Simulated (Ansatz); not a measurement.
Input of an Ansatz 0.2.0 run:

Contents of input.yaml:

```yaml
crystal:
  lattice:
    - [-1.9111067713, 1.9111067713, 4.2806687947]
    - [1.9111067713, -1.9111067713, 4.2806687947]
    - [1.9111067713, 1.9111067713, -4.2806687947]
  atoms:
    - { symbol: Ti, position: [0.0, 0.0, 0.0] }
    - { symbol: Al, position: [0.25, 0.75, 0.5] }
    - { symbol: Al, position: [0.75, 0.25, 0.5] }
    - { symbol: Al, position: [0.5, 0.5, 0.0] }
hamiltonian:
  xc: revpbe
  pseudopotentials: { kind: paw }
kpoints:
  mp_grid: { grid: [10, 10, 10] }
scf:
  occupations: { method: fermi_dirac, width: 0.05 }
output:
  forces: true
  stress: true
  eigenvalues: true
relax:
  f_tol: 0.01
  max_steps: 40
  cell: { stress_tol: 0.05 }
```

Potentials or basis: Ansatz PAW.

The run is started by

```console
$ ansatz run input.yaml --threads 2 --pin off --max-ram 5632MiB --backend cpu --events-out ev --progress --plain --runs-dir out
```

(1) Predict the band gap on the k mesh.

(2) Estimate the space group after relaxing (to 0.05 Å).

(3) Estimate the relaxed cell.

## Answers

(1) none (metal or under the smearing width).

(2) I4/mmm (No. 139).

(3) a = 5.120 Å, b = 5.120 Å, c = 5.120 Å, α = 135.61°, β = 135.61°, γ = 64.58°.
